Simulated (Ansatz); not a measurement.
# Al2O3 (Corundum) (R-3c) in Ansatz: further runs

The runs below take Al2O3 (Corundum) through relaxation of cell and atoms, with RPBE, PBEsol+D3(BJ).

All numbers are computed with Ansatz 0.2.0; they aren't measurements. Logs are shortened: lines on timing, memory, paths and dates and some standing lists are left out, and cuts for length are marked.

**1. Starting point**

It takes space group R-3c (No. 167, trigonal). Conventional cell: a = 4.760 Å, b = 4.760 Å, c = 12.996 Å, α = 90.00°, β = 90.00°, γ = 120.00°. Around Al (site symmetry 3) lie 6 O at 1.85 to 1.97 Å. O (site symmetry 2) is surrounded by 4 Al at 1.85 to 1.97 Å.

**2. Relaxation of cell and atoms, RPBE**

input.yaml reads:

```yaml
crystal:
  lattice:
    - [2.38025, 1.3742379782, 4.3318666667]
    - [-2.38025, 1.3742379782, 4.3318666667]
    - [0.0, -2.7484759565, 4.3318666667]
  atoms:
    - { symbol: Al, position: [0.85216, 0.85216, 0.85216] }
    - { symbol: Al, position: [0.64784, 0.64784, 0.64784] }
    - { symbol: Al, position: [0.14784, 0.14784, 0.14784] }
    - { symbol: Al, position: [0.35216, 0.35216, 0.35216] }
    - { symbol: O, position: [0.05668, 0.75, 0.44332] }
    - { symbol: O, position: [0.75, 0.44332, 0.05668] }
    - { symbol: O, position: [0.44332, 0.05668, 0.75] }
    - { symbol: O, position: [0.94332, 0.25, 0.55668] }
    - { symbol: O, position: [0.25, 0.55668, 0.94332] }
    - { symbol: O, position: [0.55668, 0.94332, 0.25] }
hamiltonian:
  xc: rpbe
  pseudopotentials: { kind: paw }
kpoints:
  mp_grid: { grid: [7, 7, 7] }
scf:
  occupations: { method: fermi_dirac, width: 0.05 }
output:
  forces: true
  stress: true
relax:
  f_tol: 0.01
  max_steps: 40
  cell: { stress_tol: 0.05 }
```

Potentials or basis: Ansatz PAW.

Launch:

```sh
ansatz run input.yaml --threads 4 --pin off --max-ram 11264MiB --backend cpu --events-out ev --progress --plain --runs-dir out
```

Standard output:

```text
Warning: RAYON_NUM_THREADS=4 ignored (pool sized by the plan → 4); use --threads N
Engine: ansatz 0.2.0, x86_64-unknown-linux-gnu
Pseudopotentials: kind: paw
Pseudopotential: Al, paw, valence charge 3, recommended cutoff 420 eV (normal), Al.paw.azcp
Pseudopotential: O, paw, valence charge 6, recommended cutoff 420 eV (normal), O.paw.azcp
Functional definition: RPBE
  parameter kappa = 0.804
  parameter beta = 0.06672455060314922
  exchange = rpbe_x(kappa = kappa, mu = beta*pi^2/3)
  correlation = pbe_c(beta = beta)
Crystal: 10 atoms, lattice volume = 85.018 Å³
Basis set: ecut = 420 eV, 1653 PW (Γ), exchange–correlation on 72×72×72 points (8 copies of the dense FFT grid, shifted against one another)
Bands: 34, of which v1, the nominal top of the filled ones, is band 24 counted from 1 (23 counted from 0)
Symmetry: 12 space group operations
Space group: R-3c (ITA 167), of the structure as read, at distance tolerance 4.4e-5 Å
k-points: 44 of 343
Non-local potential: Al, projectors of the file, l = 0: 2, l = 1: 2, l = 2: 1
Non-local potential: O, projectors of the file, l = 0: 2, l = 1: 2, l = 2: 1
PAW form: soft (Blöchl's): semilocal exchange-correlation on the pseudo side does not see the compensation charge
PAW frozen core: Al, regenerated for the run's functional, and the local potential with it (the file was generated under x = pbe(κ = 0.804, μ = 0.2195149727645171), c = pbe(β = 0.06672455060314922))
PAW frozen core: O, regenerated for the run's functional, and the local potential with it (the file was generated under x = pbe(κ = 0.804, μ = 0.2195149727645171), c = pbe(β = 0.06672455060314922))
PAW one-centre angular grid: Al, 110 points (default); XC on 64 Gauss nodes
PAW one-centre angular grid: O, 110 points (default); XC on 64 Gauss nodes
Initial density: superposition of atomic densities (neutral atoms: chi_scale 0, normalization atom), corrected by the library's trained network
Initial wavefunctions: pseudopotential atomic-orbital guess
Functional: x = rpbe, c = pbe(β = 0.06672455060314922)
SCF iter   1: F=—  HF=-5591.047530 eV  |F-HF|=—  |Δ(HF+E_count)|=         —  Δρ=3.56e-3  dr2=8.36e-3  ethr=1.77e-3  ⟨swp⟩=7.5  Hψ=7999  notcnv=0  defer=19
preconditioner: auto → Resta (q_TF=auto, 2.480 Å⁻¹)  ε∞=3.5  [insulator: Δε(μ)=6.329 eV  Ē_g=17.752 eV  σ=0.050 eV  W_gap=1.00  n_scr=20 (ndim 8)  ℏωp=27.9 eV  f_vac=0.000  D(μ)=0.00/eV (n_scr^D=0)  ε∞_Penn≈3.5]
SCF iter   2: F=—  HF=-5591.047448 eV  |F-HF|=—  |Δ(HF+E_count)|=   8.25e-5  Δρ=1.94e-3  dr2=1.33e-3  ethr=1.74e-5  ⟨swp⟩=2.0  Hψ=2894  notcnv=0  defer=97
SCF iter   3: F=—  HF=-5591.048102 eV  |F-HF|=—  |Δ(HF+E_count)|=   6.54e-4  Δρ=5.59e-4  dr2=2.00e-4  ethr=2.77e-6  ⟨swp⟩=2.9  Hψ=2418  notcnv=0  defer=97
SCF iter   4: F=—  HF=-5591.048206 eV  |F-HF|=—  |Δ(HF+E_count)|=   1.04e-4  Δρ=9.40e-5  dr2=4.39e-6  ethr=4.16e-7  ⟨swp⟩=2.2  Hψ=2208  notcnv=0  defer=97
SCF iter   5: F=—  HF=-5591.048265 eV  |F-HF|=—  |Δ(HF+E_count)|=   5.81e-5  Δρ=1.69e-5  dr2=2.53e-7  ethr=9.14e-9  ⟨swp⟩=2.0  Hψ=2385  notcnv=0  defer=97
SCF iter   6: F=-5591.048265 eV  HF=-5591.048265 eV  |F-HF|=2.60e-8  |Δ(HF+E_count)|=   5.50e-7  Δρ=4.55e-6  dr2=2.52e-8  ethr=2.08e-10  ⟨swp⟩=4.2  Hψ=4742  notcnv=0
SCF 1 converged in 6 iterations: F = -5591.048265 eV  dr2 = 2.52e-8
relax step   1: F+E_penalty+E_count = -5591.04826512 eV  Δ(F+E_penalty+E_count) = +0.000e0 eV  max|allowed force component| = 4.375e-2 eV/Å  Δτ_max = 0.0000 Å  P = +12.587 GPa  Ω = 85.018 Å³  (6 SCF iters, dr2 threshold 1.00e-7 eV, accepted)
[... 71 lines left out ...]
SCF 8 converged in 5 iterations: F = -5591.218760 eV  dr2 = 6.24e-11
relax step   8: F+E_penalty+E_count = -5591.21876014 eV  Δ(F+E_penalty+E_count) = -1.018e-3 eV  max|allowed force component| = 1.049e-3 eV/Å  Δτ_max = 0.0000 Å  P = +0.032 GPa  Ω = 89.528 Å³  stress off target by 3.82e-2 GPa  SCF on the basis re-selected at this cell (its energy is not comparable with the rows above)  (5 SCF iters)
basis re-selected at this cell: Δ(F+E_penalty+E_count) = -1.018e-3 eV, ΔP = +0.009 GPa vs the last step (what re-selecting the basis moved, of the pressure what is left beyond the Pulay correction that the steps carried, after the strain that the cell walked since its last selection, with what the two solves' SCF thresholds leave and, on support functions, any second-order correction that the steps lacked; it is no measure of the basis error at this ecutwfc). This SCF's stress stands 3.82e-2 GPa from its target on what of the cell is left free (relax.cell.stress_tol is 5.00e-2 GPa) and its largest allowed force component is 1.05e-3 eV/Å (relax.f_tol is 1.00e-2 eV/Å): within both
SCF converged after 5 iterations
Free energy (F): -5591.218760 eV
Harris-Foulkes:  -5591.218760 eV  (|F-HF|=3.61e-10)
Internal energy: -5591.218760 eV  (E = F + TS)
E sigma→0 (E₀):  -5591.218760 eV
Fermi energy:    10.162645 eV
--- Per-component energies (eV) ---
  E_band       = 49.394491
  E_kinetic    = 1176.907864
  E_local      = -2027.602502  (includes V_loc(G=0)·N_el)
  E_nonlocal   = 316.137366
  E_hartree    = 753.166674
  E_xc         = -614.036288
  E_vxc        = -695.061792  (∫ρ·V_xc dr)
  E_paw        = -2839.271499  (= ΣΔE_a)
  E_vpaw       = -227.334704  (= ΣTr[D̂ρ^β])
  E_aug_tail   = 0.014933  (compensation charges beyond the density's cutoff)
  E_ewald      = -2356.340854
  E_core_change = -0.194453  (= ΣΔE_core)
  E_smearing   = -0.000000  (= −TS)
  E_closure    = 0.000000  (closes the sum)
  Σ components = -5591.218760   (vs F -5591.218760, Δ=0.00e0)
--- Forces (eV/Å), atoms counted from 1 ---
  atom   1  Al    -0.00000000    -0.00000000     0.00104856
  atom   2  Al    -0.00000000     0.00000000    -0.00104856
  atom   3  Al     0.00000000     0.00000000    -0.00104856
  atom   4  Al     0.00000000    -0.00000000     0.00104856
  atom   5  O      0.00036730     0.00063617     0.00000000
  atom   6  O      0.00036730    -0.00063617    -0.00000000
  atom   7  O     -0.00073459    -0.00000000    -0.00000000
  atom   8  O     -0.00036730    -0.00063617    -0.00000000
  atom   9  O     -0.00036730     0.00063617     0.00000000
  atom  10  O      0.00073459     0.00000000     0.00000000
  max |Σ_I F_I| component: 6.40e-18 eV/Å
--- Stress (GPa, compression-positive) ---
        0.028170      -0.000000      -0.000000
       -0.000000       0.028170      -0.000000
       -0.000000      -0.000000       0.038165
  P = ⅓ Tr σ = 0.0315 GPa (0.315 kbar)
--- Relaxed structure (6 steps of the walk, 6 accepted, 2 SCFs on fresh bases) ---
  F+E_penalty+E_count = -5591.21876014 eV   max|allowed force component| = 1.049e-3 eV/Å   (the final SCF, on the basis selected at the relaxed cell)
  cell:  # Å, volume = 89.5283 Å³
    - [2.421219387161466, 1.397891664927851, 4.408608027533895]
    - [-2.421219387161466, 1.397891664927851, 4.408608027533895]
    - [-4.743296948566729e-34, -2.795783329906588, 4.40860802751776]
  atoms:
    - { symbol: Al, position: [0.8520854686736353, 0.8520854686736353, 0.8520854686736355] }
    - { symbol: Al, position: [0.6479145313263643, 0.6479145313263643, 0.6479145313263646] }
    - { symbol: Al, position: [0.1479145313263643, 0.1479145313263643, 0.14791453132636434] }
    - { symbol: Al, position: [0.35208546867363555, 0.35208546867363555, 0.3520854686736356] }
    - { symbol: O, position: [0.05627631682416756, 0.7499999999999999, 0.4437236831758321] }
    - { symbol: O, position: [0.7499999999999998, 0.443723683175832, 0.05627631682416778] }
    - { symbol: O, position: [0.4437236831758321, 0.056276316824167616, 0.7499999999999999] }
    - { symbol: O, position: [0.943723683175832, 0.24999999999999972, 0.5562763168241677] }
    - { symbol: O, position: [0.2499999999999999, 0.5562763168241677, 0.9437236831758322] }
    - { symbol: O, position: [0.5562763168241676, 0.943723683175832, 0.25] }
```

It took 15 s on 4 threads of Intel Xeon at 2.70GHz, shared host; peak memory 0.49 GiB.

What came out:

| Item | Value |
| --- | --- |
| Free energy | -5591.2188 eV |
| Relaxed volume | 8.95 Å³/atom |
| Relaxed cell | a = 5.220 Å, b = 5.220 Å, c = 5.220 Å, α = 55.27°, β = 55.27°, γ = 55.27° |
| Space group after relaxing (to 0.05 Å) | R-3c (No. 167) |
| Energy gained by relaxing | 17.0 meV/atom |
| Ionic steps | 8 |
| Pressure after relaxing | 0.0 GPa |
| Band gap on the k mesh | 5.69 eV |

Step by step:
| step | energy change (eV) | largest force (eV/Å) | volume (Å³) |
| --- | --- | --- | --- |
| 1 | 0.0000 | 0.0438 | 85.02 |
| 2 | -0.1029 | 0.0233 | 86.89 |
| 3 | -0.1426 | 0.0250 | 89.16 |
| 4 | -0.1422 | 0.0103 | 89.32 |
| 5 | -0.1422 | 0.0078 | 89.32 |
| 6 | -0.1701 | 0.0069 | 89.32 |
| 7 | -0.1695 | 0.0011 | 89.53 |
| 8 | -0.1705 | 0.0010 | 89.53 |

Final structure:
```
Al O
1.0
     2.42122    1.39789    4.40861
    -2.42122    1.39789    4.40861
     0.00000   -2.79578    4.40861
Al O
4 6
Direct
  0.85209 0.85209 0.85209
  0.64791 0.64791 0.64791
  0.14791 0.14791 0.14791
  0.35209 0.35209 0.35209
  0.05628 0.75000 0.44372
  0.75000 0.44372 0.05628
  0.44372 0.05628 0.75000
  0.94372 0.25000 0.55628
  0.25000 0.55628 0.94372
  0.55628 0.94372 0.25000
```

Caveat: odd divisions of the mesh miss points on the zone boundary, where band edges often lie, so the gap on the mesh can be too wide; the plane-wave basis is chosen anew once the cell has moved, so the energies of steps on either side of that aren't comparable; the pressure holds a Pulay correction of +0.7 GPa for the finite cutoff; the PAW data sets come from PBE, with cores solved anew for the run's functional, which leaves a small shift of forces and pressure. Zero-point motion and thermal expansion aren't in these numbers.

**3. Relaxation of cell and atoms, PBEsol+D3(BJ)**

Changes to input.yaml since step 2:

```diff
@@ -17,4 +17,5 @@
 hamiltonian:
-  xc: rpbe
+  xc: pbesol
   pseudopotentials: { kind: paw }
+  dispersion: d3bj
 kpoints:
```

Potentials or basis: Ansatz PAW.

Launch:

```sh
ansatz run input.yaml --threads 4 --pin off --max-ram 11264MiB --backend cpu --events-out ev --progress --plain --runs-dir out
```

Standard output:

```text
Warning: RAYON_NUM_THREADS=4 ignored (pool sized by the plan → 4); use --threads N
Engine: ansatz 0.2.0, x86_64-unknown-linux-gnu
Pseudopotentials: kind: paw
Pseudopotential: Al, paw, valence charge 3, recommended cutoff 420 eV (normal), Al.paw.azcp
Pseudopotential: O, paw, valence charge 6, recommended cutoff 420 eV (normal), O.paw.azcp
Functional definition: PBEsol
  exchange = pbesol_x
  correlation = pbesol_c
Crystal: 10 atoms, lattice volume = 85.018 Å³
Basis set: ecut = 420 eV, 1653 PW (Γ), exchange–correlation on 72×72×72 points (8 copies of the dense FFT grid, shifted against one another)
Bands: 34, of which v1, the nominal top of the filled ones, is band 24 counted from 1 (23 counted from 0)
Symmetry: 12 space group operations
Space group: R-3c (ITA 167), of the structure as read, at distance tolerance 4.4e-5 Å
k-points: 44 of 343
Non-local potential: Al, projectors of the file, l = 0: 2, l = 1: 2, l = 2: 1
Non-local potential: O, projectors of the file, l = 0: 2, l = 1: 2, l = 2: 1
PAW form: soft (Blöchl's): semilocal exchange-correlation on the pseudo side does not see the compensation charge
PAW frozen core: Al, regenerated for the run's functional, and the local potential with it (the file was generated under x = pbe(κ = 0.804, μ = 0.2195149727645171), c = pbe(β = 0.06672455060314922))
[... 118 lines left out ...]
  atom  10  O     -0.00038165     0.00000000    -0.00000000
  max |Σ_I F_I| component: 6.34e-18 eV/Å
--- Stress (GPa, compression-positive) ---
       -0.003214       0.000000      -0.000000
        0.000000      -0.003214      -0.000000
       -0.000000      -0.000000       0.004751
  P = ⅓ Tr σ = -0.0006 GPa (-0.006 kbar)
--- Relaxed structure (6 steps of the walk, 6 accepted, 2 SCFs on fresh bases) ---
  F+E_penalty+E_count = -5480.79678675 eV   max|allowed force component| = 3.817e-4 eV/Å   (the final SCF, on the basis selected at the relaxed cell)
  cell:  # Å, volume = 84.3247 Å³
    - [2.375237905484359, 1.3713442441041968, 4.314695946900215]
    - [-2.375237905484359, 1.3713442441041968, 4.314695946900215]
    - [-1.5010333745441988e-35, -2.7426884882581954, 4.314695946884386]
  atoms:
    - { symbol: Al, position: [0.8520441225912317, 0.8520441225912317, 0.8520441225912317] }
    - { symbol: Al, position: [0.6479558774087687, 0.6479558774087687, 0.6479558774087686] }
    - { symbol: Al, position: [0.14795587740876853, 0.14795587740876853, 0.1479558774087685] }
    - { symbol: Al, position: [0.3520441225912316, 0.3520441225912316, 0.3520441225912316] }
    - { symbol: O, position: [0.0560142426066329, 0.75, 0.4439857573933672] }
    - { symbol: O, position: [0.75, 0.4439857573933673, 0.05601424260663285] }
    - { symbol: O, position: [0.44398575739336715, 0.05601424260663279, 0.7500000000000002] }
    - { symbol: O, position: [0.9439857573933673, 0.2500000000000002, 0.5560142426066328] }
    - { symbol: O, position: [0.25000000000000006, 0.5560142426066328, 0.9439857573933674] }
    - { symbol: O, position: [0.556014242606633, 0.9439857573933673, 0.25] }
```

Run time: 14 s. Hardware: 4 threads of Intel Xeon at 2.70GHz, shared host; peak memory 0.49 GiB.

Results:

| Property | Result |
| --- | --- |
| Free energy | -5480.7968 eV |
| Relaxed volume | 8.43 Å³/atom |
| Relaxed cell | a = 5.113 Å, b = 5.113 Å, c = 5.113 Å, α = 55.37°, β = 55.37°, γ = 55.37° |
| Space group after relaxing (to 0.05 Å) | R-3c (No. 167) |
| Energy gained by relaxing | 0.6 meV/atom |
| Ionic steps | 8 |
| Pressure after relaxing | 0.0 GPa |
| Band gap on the k mesh | 6.21 eV |

Step by step:
```tsv
step	energy change (eV)	largest force (eV/Å)	volume (Å³)
1	0.0000	0.0824	85.02
2	-0.0055	0.0549	84.71
3	-0.0091	0.0385	84.36
4	-0.0092	0.0127	84.37
5	-0.0093	0.0001	84.35
6	-0.0059	0.0002	84.35
7	-0.0061	0.0004	84.32
8	-0.0059	0.0004	84.32
```

Final structure:
```
CELL_PARAMETERS angstrom
2.37524 1.37134 4.31470
-2.37524 1.37134 4.31470
0.00000 -2.74269 4.31470
ATOMIC_POSITIONS crystal
Al 0.85204 0.85204 0.85204
Al 0.64796 0.64796 0.64796
Al 0.14796 0.14796 0.14796
Al 0.35204 0.35204 0.35204
O 0.05601 0.75000 0.44399
O 0.75000 0.44399 0.05601
O 0.44399 0.05601 0.75000
O 0.94399 0.25000 0.55601
O 0.25000 0.55601 0.94399
O 0.55601 0.94399 0.25000
```

Caveat: odd divisions of the mesh miss points on the zone boundary, where band edges often lie, so the gap on the mesh can be too wide; the plane-wave basis is chosen anew once the cell has moved, so the energies of steps on either side of that aren't comparable; the pressure holds a Pulay correction of +0.9 GPa for the finite cutoff; the PAW data sets come from PBE, with cores solved anew for the run's functional, which leaves a small shift of forces and pressure.
